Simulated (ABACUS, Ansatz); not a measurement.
## CuI: equilibrium volume by level of theory

**What was measured.** The equilibrium volume of CuI (Marshite) (F-43m) is reported as 27.72 Å³/atom (arxiv:2305.18931). The runs below try to reproduce it.

Symmetry: F-43m, No. 216, cubic system. Conventional cell: a = 6.063 Å, b = 6.063 Å, c = 6.063 Å, α = 90.00°, β = 90.00°, γ = 90.00°. Around I (site symmetry -43m) lie 4 Cu at 2.63 Å. Cu (site symmetry -43m) is surrounded by 4 I at 2.63 Å.

| rung | level | program and potentials | cutoff (eV) | k mesh | smearing | task | core time | chip | equilibrium volume (Å³/atom) | miss | notes |
| --- | --- | --- | --- | --- | --- | --- | --- | --- | --- | --- | --- |
| GGA + dispersion | PBE+D3(BJ) | Ansatz, Ansatz PAW | 420 | 8 × 8 × 8 | fermi-dirac 0.05 | relaxation of cell and atoms | 23 s | Intel Xeon Skylake/Cascade Lake | 26.61 | -4.0 % | - |
| GGA + dispersion | BLYP+D4 | Ansatz, Ansatz PAW | 420 | 8 × 8 × 8 | fermi-dirac 0.05 | relaxation of cell and atoms | 29 s | Intel Xeon Skylake/Cascade Lake | 27.21 | -1.8 % | potentials made for PBE, which Ansatz adapts in part |
| GGA | RPBE | Ansatz, Ansatz PAW | 420 | 8 × 8 × 8 | fermi-dirac 0.05 | relaxation of cell and atoms | 32 s | Intel Xeon Skylake/Cascade Lake | 29.69 | +7.1 % | potentials made for PBE, which Ansatz adapts in part |
| GGA + dispersion | revPBE+D3(BJ) | Ansatz, Ansatz PAW | 420 | 8 × 8 × 8 | fermi-dirac 0.05 | relaxation of cell and atoms | 38 s | Intel Xeon Skylake/Cascade Lake | 26.14 | -5.7 % | potentials made for PBE, which Ansatz adapts in part |
| GGA | BLYP | Ansatz, Ansatz PAW | 420 | 8 × 8 × 8 | fermi-dirac 0.05 | relaxation of cell and atoms | 43 s | Intel Xeon Skylake/Cascade Lake | 30.54 | +10.2 % | potentials made for PBE, which Ansatz adapts in part |
| GGA + dispersion | PBEsol+D3(BJ) | Ansatz, Ansatz PAW | 420 | 8 × 8 × 8 | fermi-dirac 0.05 | relaxation of cell and atoms | 48 s | Intel Xeon Skylake/Cascade Lake | 25.15 | -9.3 % | potentials made for PBE, which Ansatz adapts in part |
| hybrid | HSE03 | Ansatz, Ansatz PAW | 420 | 4 × 4 × 4 | fermi-dirac 0.05 | relaxation of cell and atoms | 3.2 min | Intel Xeon Skylake/Cascade Lake | 28.52 | +2.9 % | coarse mesh; potentials made for PBE, which Ansatz adapts in part |
| hybrid | B3LYP | Ansatz, Ansatz PAW | 420 | 4 × 4 × 4 | fermi-dirac 0.05 | relaxation of cell and atoms | 4.2 min | Intel Xeon Skylake/Cascade Lake | 30.36 | +9.5 % | coarse mesh; potentials made for PBE, which Ansatz adapts in part |
| GGA | PBE | ABACUS, GBRV ultrasoft 1.5 PBE, plane waves | 544 | 6 × 6 × 6 | fermi-dirac 0.05 | equation of state | 6.5 min | Intel Xeon Platinum 8488C Sapphire Rapids | 28.12 | +1.4 % | fit through 4 volumes |

Times are single runs on shared hosts and different chips, so they are rough; meshes, cutoffs and the tasks' sizes weigh on the time. All rows: no spin polarisation. Smearing widths are in eV. Meshes differ between rows, which moves values too. Meshes are those of the run's cell of 2 atoms unless a note names another. Relaxations start from the cell shown or near it and stop with a little pressure left. The cell shown, of 27.86 Å³ an atom, is the runs' start and not the measured value. Misses use the values as printed. Runs on faulty files, with rough fits or with known faults for this quantity aren't shown. No row holds spin-orbit coupling.

By rung: GGA + dispersion 25.15 to 27.21; GGA 28.12 to 30.54; hybrid on coarse meshes 28.52 to 30.36 (Å³/atom). Measured: 27.72 Å³/atom (arxiv:2305.18931). Closest, coarse meshes and atomic bases left aside, is PBE (+1.4 %). The runs are for a static lattice, while measurements hold temperature and zero-point motion.
